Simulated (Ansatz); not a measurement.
A computed series for RbBr: response to strain

Start from RbBr in the rock salt structure (space group Fm-3m, No. 225).

```
CELL_PARAMETERS angstrom
      0.00000     3.42164     3.42164
      3.42164     0.00000     3.42164
      3.42164     3.42164     0.00000
ATOMIC_POSITIONS crystal
  Rb 0.00000 0.00000 0.00000
  Br 0.50000 0.50000 0.50000
```

Cartesian axes are those of the cell as printed.

Strains are applied to the cell and any free atomic positions relax.

Method: PBEsol (Ansatz, a first-principles code; PAW; 420 eV plane waves; scalar-relativistic without spin-orbit coupling).

Notes on the quantities. energy relative to the base: free energy F.

| case | band gap | energy relative to the base | shortest interatomic distance | electron mass |
|---|---|---|---|---|
| base | 4.22 eV | 0 meV/atom | 6.466 bohr | 0.36 mₑ (at Γ) |
| uniaxial strain ε_zz = −3.00 % | 4.26 eV | +4.4 meV/atom | 6.272 bohr | 0.37 mₑ along z, 0.35 mₑ across (at Γ) |
| uniaxial strain ε_zz = −2.50 % | 4.26 eV | +3.0 meV/atom | 6.304 bohr | 0.37 mₑ along z, 0.35 mₑ across (at Γ) |
| uniaxial strain ε_zz = −2.00 % | 4.25 eV | +1.9 meV/atom | 6.337 bohr | – |
| uniaxial strain ε_zz = −1.50 % | 4.25 eV | +1.0 meV/atom | 6.369 bohr | 0.36 mₑ (at Γ) |
| uniaxial strain ε_zz = −0.50 % | 4.23 eV | +0.1 meV/atom | 6.434 bohr | 0.36 mₑ (at Γ) |
| uniaxial strain ε_zz = +0.50 % | 4.21 eV | +0.1 meV/atom | 6.466 bohr | 0.36 mₑ (at Γ) |
| uniaxial strain ε_zz = +1.00 % | 4.20 eV | +0.4 meV/atom | 6.466 bohr | 0.36 mₑ (at Γ) |
| uniaxial strain ε_zz = +2.50 % | 4.16 eV | +2.3 meV/atom | 6.466 bohr | – |
| uniaxial strain ε_zz = +3.00 % | 4.15 eV | +3.2 meV/atom | 6.466 bohr | 0.36 mₑ along z, 0.38 mₑ across (at Γ) |

Masses are band curvatures over ±0.01 Å⁻¹ around the edge. Stability against distortions was not tested.
